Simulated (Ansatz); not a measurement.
Crystal: BeS.

```
S Be
1.0
     0.00000    2.42500    2.42500
     2.42500    0.00000    2.42500
     2.42500    2.42500    0.00000
S Be
1 1
Cartesian
  3.6375 3.6375 3.6375
  0.0000 0.0000 0.0000
```

Program: Ansatz 0.2.0. Alike in all runs: task single point; potentials or basis all-electron PAW datasets made for the crystal; no spin polarisation; cell as given; k mesh 6 × 6 × 6; smearing fermi-dirac 0.05 eV.

Task: Order these runs on this cell by their band gap on the k mesh, lowest first.
A. level PBE; cutoff (eV) 280
B. level HSE06; cutoff (eV) 310
C. level PBE0; cutoff (eV) 310

Result: A (3.11 eV), B (4.06 eV), C (4.77 eV).

A k mesh can miss the band edges.
